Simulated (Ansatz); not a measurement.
**AlNi: strain and displacement**

```xyz
2
Lattice="2.8810 0.0000 0.0000 0.0000 2.8810 0.0000 0.0000 0.0000 2.8810" Properties=species:S:1:pos:R:3 pbc="T T T"
Al    0.0000    0.0000    0.0000
Ni    1.4405    1.4405    1.4405
```

Atoms are numbered in the order listed.

The cell is COD entry 9008802, as deposited and not checked against the literature; nothing was relaxed.

The calculation used Ansatz 0.2.0, DFT, PBE, all-electron PAW with datasets made for the crystal, scalar-relativistic.

Sampling and basis: a Γ-centred 14×14×14 k mesh, Fermi–Dirac smearing of 0.03 eV, cutoff 280 eV (chosen by the program for this cell), spin-polarised from start moments Ni2 1.5 μB (the moments died away, and the run ended non-magnetic).

The unchanged cell is at 2.03 GPa.

In a metal, stresses and small energies carry noise from the k mesh.

x, y and z are the Cartesian axes of the cell as listed; fractional coordinates follow a strain, and an engineering shear is twice the off-diagonal strain component.

With z strained by -3 % at fixed volume: energy change +3 meV/atom; stress change (xx, yy, zz, yz, xz, xy) -1.01, -1.01, 2.15, 0.00, 0.00, 0.00 GPa, compression positive.

Question: With this change (z strained by +4 % at fixed volume), what becomes of the energy and stress?

Answer: Energy change +6 meV/atom; stress change (xx, yy, zz, yz, xz, xy) 1.26, 1.26, -2.15, 0.00, 0.00, 0.00 GPa, compression positive.

Question: With this change (atom 2 (Ni) moved by (0.0462, 0.0462, 0.0462) Å), what becomes of the energy and stress and forces?

Answer: Energy change +10 meV/atom; stress change (xx, yy, zz, yz, xz, xy) 0.43, 0.43, 0.43, 0.31, 0.31, 0.31 GPa, compression positive; change of the force on Ni2 (-0.279, -0.279, -0.279) eV/Å.

Question: What force constant does this one finite step give for Ni2 along its displacement (all its periodic images move with it)?

Answer: k = −ΔF·u/|u|² = 6.04 eV/Å², so the force pulls the atom back.
